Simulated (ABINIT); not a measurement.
# Quasiparticle gap of SiC (F-43m) in ABINIT

Aim: the G0W0 gap of SiC (F-43m) on LDA, step by step.

Calculated with ABINIT 10.8.3; LDA and many-body steps on it, plane waves.

**Experimental background.**

- Gap 2.4 eV: Tauc optical (indirect) gap of annealed polycrystalline 3C-SiC; UV-VIS spectroscopic ellipsometry, Tauc analysis; film (CVD ultrathin polycrystalline film, annealed, about 5 nm grains) (“On-Demand CMOS-Compatible Fabrication of Ultrathin Self-Aligned SiC Nanowire Arrays”, 2018, pmc:6267454).

- Gap 2.39 eV: band gap at cryogenic temperature; bulk crystal (literature value) (quoted in “Silicon carbide diodes for neutron detection”, 2020, arxiv:2009.14696).

### 1. The starting structure

Symmetry: F-43m, No. 216, cubic system. The conventional cell has a = 4.358 Å, b = 4.358 Å, c = 4.358 Å, α = 90.00°, β = 90.00°, γ = 90.00°. Si has 4 C at 1.89 Å nearest. Nearest to C lie 4 Si at 1.89 Å. Farther neighbours are not listed.

Structure file:

```cif
data_structure
_symmetry_space_group_name_H-M 'F-43m'
_symmetry_Int_Tables_number 216
_cell_length_a 4.3580
_cell_length_b 4.3580
_cell_length_c 4.3580
_cell_angle_alpha 90.000
_cell_angle_beta 90.000
_cell_angle_gamma 90.000
_cell_volume 82.77
loop_
_atom_site_label
_atom_site_type_symbol
_atom_site_symmetry_multiplicity
_atom_site_Wyckoff_symbol
_atom_site_fract_x
_atom_site_fract_y
_atom_site_fract_z
_atom_site_occupancy
Si1 Si 4 a 0.00000 0.00000 0.00000 1
C1 C 4 d 0.25000 0.25000 0.75000 1
```

The cell and positions come from the Crystallography Open Database and are kept as given unless a step says otherwise.

### 2. Ground state

This step: ABINIT 10.8.3; DFT, LDA, plane waves, norm-conserving pseudopotentials.

The ground-state density comes first.

run.abi reads:

```
acell 3*1.0 Angstrom
rprim 
  -0.000000000000 2.179000000000 2.179000000000
  2.179000000000 -0.000000000000 2.179000000000
  2.179000000000 2.179000000000 -0.000000000000
ntypat 2
znucl 14 6
natom 2
typat 1 2
xred 
  0.000000000000 0.000000000000 0.000000000000
  0.250000000000 0.250000000000 0.250000000000
pp_dirpath "pseudos"
pseudos "Si.upf, C.upf"
ecut 37
ngkpt 8 8 8
nshiftk 1
shiftk 0 0 0
kptopt 1
chksymbreak 0
nband 9
occopt 1
tolvrs 1e-10
nstep 60
prtwf 0
indata_prefix "in"
outdata_prefix "out"
tmpdata_prefix "tmp"
```

Run with:

```bash
OMP_NUM_THREADS=1 mpirun -n 4 abinit run.abi > log
```

Numbers of over 12 decimals in the logs are rounded to 6 here.

Log:

```text
.Version 10.8.3 of ABINIT. v10.8.2 released Aug 2026.

 Symmetries : space group F-4 3 m (#216); Bravais cF (face-center cubic)
================================================================================
 Values of the parameters that define the memory need of the present run
     intxc =       0    ionmov =       0      iscf =       7    lmnmax =       6
     lnmax =       6     mgfft =      32  mpssoang =       3    mqgrid =    3001
     natom =       2  nloc_mem =       1    nspden =       1   nspinor =       1
    nsppol =       1      nsym =      24    n1xccc =    2501    ntypat =       2
    occopt =       1   xclevel =       1
-    mband =           9        mffmem =           1         mkmem =           8
       mpw =        1514          nfft =       32768          nkpt =          29
================================================================================
  Rough estimation (10% accuracy) of disk space for files :
================================================================================

--------------------------------------------------------------------------------
------------- Echo of variables that govern the present computation ------------
--------------------------------------------------------------------------------
 -outvars: echo values of preprocessed input variables --------
            acell      1.8897261259E+00  1.8897261259E+00  1.8897261259E+00 Bohr

      chksymbreak           0
             ecut      3.70000000E+01 Hartree
-          fftalg         312

              ixc       -1012
              kpt      0.00000000E+00  0.00000000E+00  0.00000000E+00
                       1.25000000E-01  0.00000000E+00  0.00000000E+00
                       2.50000000E-01  0.00000000E+00  0.00000000E+00
                       3.75000000E-01  0.00000000E+00  0.00000000E+00
                       5.00000000E-01  0.00000000E+00  0.00000000E+00
                       1.25000000E-01  1.25000000E-01  0.00000000E+00
                       2.50000000E-01  1.25000000E-01  0.00000000E+00
                       3.75000000E-01  1.25000000E-01  0.00000000E+00
                       5.00000000E-01  1.25000000E-01  0.00000000E+00
   [... 18 further rows ...]
                      -3.75000000E-01  5.00000000E-01  1.25000000E-01
                      -2.50000000E-01  5.00000000E-01  2.50000000E-01
         kptrlatt        8    0    0      0    8    0      0    0    8
          kptrlen      4.65866071E+01
P           mkmem           8
            natom           2
            nband           9
            ngfft          32      32      32
             nkpt          29
            nstep          60
             nsym          24
           ntypat           2
              occ      2.000000  2.000000  2.000000  2.000000  0.000000  0.000000
[...]
prtwf           0
            rprim     -0.0000000000E+00  2.1790000000E+00  2.1790000000E+00
[...]
spgroup         216

           tolvrs      1.00000000E-10

             xred      0.0000000000E+00  0.0000000000E+00  0.0000000000E+00
[...]
znucl       14.00000    6.00000

================================================================================

 chkinp: Checking input parameters for consistency.

================================================================================
== DATASET  1 ==================================================================
-   mpi_nproc: 4, omp_nthreads: 1 (-1 if OMP is not activated)

--- !DatasetInfo
iteration_state: {dtset: 1, }
dimensions: {natom: 2, nkpt: 29, mband: 9, nsppol: 1, nspinor: 1, nspden: 1, mpw: 1514, }
cutoff_energies: {ecut:  37.0, pawecutdg:  -1.0, }
electrons: {nelect:   8.00000000E+00, charge:   0.00000000E+00, occopt:   1.00000000E+00, tsmear:   1.00000000E-02, }

 Real(R)+Recip(G) space primitive vectors, cartesian coordinates (Bohr,Bohr^-1):
 R(1)=  0.0000000  4.1177132  4.1177132  G(1)= -0.1214266  0.1214266  0.1214266
 R(2)=  4.1177132  0.0000000  4.1177132  G(2)=  0.1214266 -0.1214266  0.1214266
 R(3)=  4.1177132  4.1177132  0.0000000  G(3)=  0.1214266  0.1214266 -0.1214266
 Unit cell volume ucvol=  1.3963629E+02 bohr^3
 Angles (23,13,12)=  6.00000000E+01  6.00000000E+01  6.00000000E+01 degrees

 getcut: wavevector=  0.0000  0.0000  0.0000  ngfft=  32  32  32
         ecut(hartree)=     37.000   => boxcut(ratio)=   2.00684

--- Pseudopotential description ------------------------------------------------
- Si Generated using ONCVPSP code by D. R. Hamann
- 14.00000   4.00000  180309                  znucl, zion, pspdat
12 -1012 2 -1 1510                            pspcod,pspxc,lmax,lloc,mmax
     nproj     2     2     2
  pspatm : epsatm=    6.67003958
         --- l  ekb(1:nproj) -->
[...]
pspatm: atomic psp has been read  and splines computed

- C Generated using ONCVPSP code by D. R. Hamann
-  6.00000   4.00000  180309                  znucl, zion, pspdat
12 -1012 1 -1 1234                            pspcod,pspxc,lmax,lloc,mmax
     nproj     2     2     0
  pspatm : epsatm=    4.35103003
         --- l  ekb(1:nproj) -->
[...]
1   -4.185684   -0.892924
 pspatm: atomic psp has been read  and splines computed

   8.81685569E+01                                ecore*ucvol(ha*bohr**3)
--------------------------------------------------------------------------------

_setup2: Arith. and geom. avg. npw (full set) are    1500.803    1500.779

================================================================================

--- !BeginCycle
iteration_state: {dtset: 1, }
solver: {iscf: 7, nstep: 60, nline: 4, wfoptalg: 0, }
tolerances: {tolvrs: 1.00E-10, }

     iter   Etot(hartree)      deltaE(h)  residm     vres2
 ETOT  1  -10.207468432090    -1.021E+01 1.602E-01 4.027E+02
 ETOT  2  -10.269830172932    -6.236E-02 1.534E-02 1.806E+02
 ETOT  3  -10.316336686876    -4.651E-02 7.164E-02 1.939E-01
 ETOT  4  -10.316376261104    -3.957E-05 2.117E-02 1.694E-03
 ETOT  5  -10.316376500690    -2.396E-07 2.633E-03 6.699E-05
 ETOT  6  -10.316376510069    -9.379E-09 8.757E-03 3.250E-07
 ETOT  7  -10.316376510114    -4.431E-11 3.396E-04 2.456E-09
 ETOT  8  -10.316376510114    -4.814E-13 8.293E-04 3.609E-11

 At SCF step    8       vres2   =  3.61E-11 < tolvrs=  1.00E-10 =>converged.

 Cartesian components of stress tensor (hartree/bohr^3)
  sigma(1 1)=  1.77004703E-04  sigma(3 2)=  0.00000000E+00
  sigma(2 2)=  1.77004703E-04  sigma(3 1)=  0.00000000E+00
  sigma(3 3)=  1.77004703E-04  sigma(2 1)=  0.00000000E+00

--- !ResultsGS
iteration_state: {dtset: 1, }
comment   : Summary of ground state results
lattice_vectors:
- [ -0.0000000,   4.1177132,   4.1177132, ]
- [  4.1177132,  -0.0000000,   4.1177132, ]
- [  4.1177132,   4.1177132,  -0.0000000, ]
lattice_lengths: [   5.82333,    5.82333,    5.82333, ]
lattice_angles: [ 60.000,  60.000,  60.000, ] # degrees, (23, 13, 12)
lattice_volume:   1.3963629E+02
convergence: {deltae: -4.814E-13, res2:  3.609E-11, residm:  8.293E-04, diffor: null, }
etotal    :  -1.03163765E+01
entropy   :   0.00000000E+00
fermie    :   2.61161438E-01
cartesian_stress_tensor: # hartree/bohr^3
- [  1.77004703E-04,   0.00000000E+00,   0.00000000E+00, ]
- [  0.00000000E+00,   1.77004703E-04,   0.00000000E+00, ]
- [  0.00000000E+00,   0.00000000E+00,   1.77004703E-04, ]
pressure_GPa:  -5.2077E+00
xred      :
- [  0.0000E+00,   0.0000E+00,   0.0000E+00, Si]
- [  2.5000E-01,   2.5000E-01,   2.5000E-01,  C]
cartesian_forces: # hartree/bohr
- [ -0.00000000E+00,  -0.00000000E+00,  -0.00000000E+00, ]
- [ -0.00000000E+00,  -0.00000000E+00,  -0.00000000E+00, ]
force_length_stats: {min:   0.00000000E+00, max:   0.00000000E+00, mean:   0.00000000E+00, }

 Integrated electronic density in atomic spheres:
 ------------------------------------------------
 Atom  Sphere_radius  Integrated_density
    1        2.00000          1.94546494
    2        2.00000          4.20941713
================================================================================

 ----iterations are completed or convergence reached----

 Mean square residual over all n,k,spin=   31.972E-07; max=  82.925E-05
 reduced coordinates (array xred) for    2 atoms
       0.000000000000      0.000000000000      0.000000000000
       0.250000000000      0.250000000000      0.250000000000
 rms dE/dt=  0.0000E+00; max dE/dt=  0.0000E+00; dE/dt below (all hartree)
    1       0.000000000000      0.000000000000      0.000000000000
    2       0.000000000000      0.000000000000      0.000000000000

 cartesian coordinates (angstrom) at end:
    1      0.000000     0.000000     0.000000
    2      1.089500     1.089500     1.089500

 cartesian forces (hartree/bohr) at end:
    1     -0.000000    -0.000000    -0.000000
    2     -0.000000    -0.000000    -0.000000
 frms,max,avg= 0.0000000E+00 0.0000000E+00   0.000E+00  0.000E+00  0.000E+00 h/b

 cartesian forces (eV/Angstrom) at end:
    1     -0.000000    -0.000000    -0.000000
    2     -0.000000    -0.000000    -0.000000
 frms,max,avg= 0.0000000E+00 0.0000000E+00   0.000E+00  0.000E+00  0.000E+00 e/A
 length scales=  1.889726125908  1.889726125908  1.889726125908 bohr
              =  1.000000000000  1.000000000000  1.000000000000 angstroms
 prteigrs : about to open file out_EIG
 Fermi (or HOMO) energy (hartree) =   0.26116   Average Vxc (hartree)=  -0.42137
 Eigenvalues (hartree) for nkpt=  29  k points:
 kpt#   1, nband=  9, wtk=  0.00195, kpt=  0.0000  0.0000  0.0000 (reduced coord)
  -0.30203    0.26116    0.26116    0.26116    0.49215    0.52586    0.52586    0.52586
   0.79394
 prteigrs : prtvol=0 or 1, do not print more k-points.

--- !EnergyTerms
iteration_state     : {dtset: 1, }
comment             : Components of total free energy in Hartree
kinetic             :  5.91848961843548E+00
hartree             :  1.15542790260185E+00
xc                  : -3.77802535354891E+00
Ewald energy        : -1.04656108775139E+01
psp_core            :  6.31415798608943E-01
local_psp           : -4.07529862783786E+00
non_local_psp       :  2.97225029140082E-01
total_energy        : -1.03163765101143E+01
total_energy_eV     : -2.80722905875685E+02
band_energy         :  3.63837565426877E-01

 Cartesian components of stress tensor (hartree/bohr^3)
  sigma(1 1)=  1.77004703E-04  sigma(3 2)=  0.00000000E+00
  sigma(2 2)=  1.77004703E-04  sigma(3 1)=  0.00000000E+00
  sigma(3 3)=  1.77004703E-04  sigma(2 1)=  0.00000000E+00

-Cartesian components of stress tensor (GPa)         [Pressure= -5.2077E+00 GPa]
- sigma(1 1)=  5.20765814E+00  sigma(3 2)=  0.00000000E+00
- sigma(2 2)=  5.20765814E+00  sigma(3 1)=  0.00000000E+00
- sigma(3 3)=  5.20765814E+00  sigma(2 1)=  0.00000000E+00

== END DATASET(S) ==============================================================
================================================================================

 -outvars: echo values of variables after computation  --------
           etotal     -1.0316376510E+01
            nband           9
             nkpt          29
          spgroup         216
 [... the other variables as echoed above ...]

 Calculation completed.
```

It took 4 s on 4 MPI ranks of Arm Neoverse V1, shared host; peak memory 0.25 GiB.

This step gave:

| Item | Value |
| --- | --- |
| total energy | -280.7229 eV |
| gap | 1.327 eV |
| k of the valence top | 0, 0, 0 |
| k of the conduction bottom | 0.5, 0.5, 0 |
| least direct gap | 4.526 eV |
| pressure | -5.208 GPa |

The gap is indirect, with the least direct gap 3.20 eV higher.

The cutoff was set for levels, not for stress, so the pressure can be off by some GPa.

(Continued in part 2 of 3.)

[Paths, hosts, dates, memory and timing lines, banners, echoed tables and standing remarks are left out of the program output.]

[Logs are printed without paths, hosts, clocks, repeated set-up lines and the standing remarks that a program may print on its own settings, such as how far it seeks lower states.]

[Runs of the session that timed out or met a known fault of the program may be left out.]

[Hosts, paths, dates, database ids (printed as entryN), source tags and the programs' standing remarks are cut or masked in the printed files.]

[G0W0 gaps are taken among the corrected bands and points alone; a level outside them can change the order at an edge.]

[Where Ansatz stands beside ABINIT at settings called matched, ABINIT's density can come from a denser mesh and the files from another edition; pairs whose starting gaps differed by over 0.03 eV were left out, so agreement reads better than it is.]
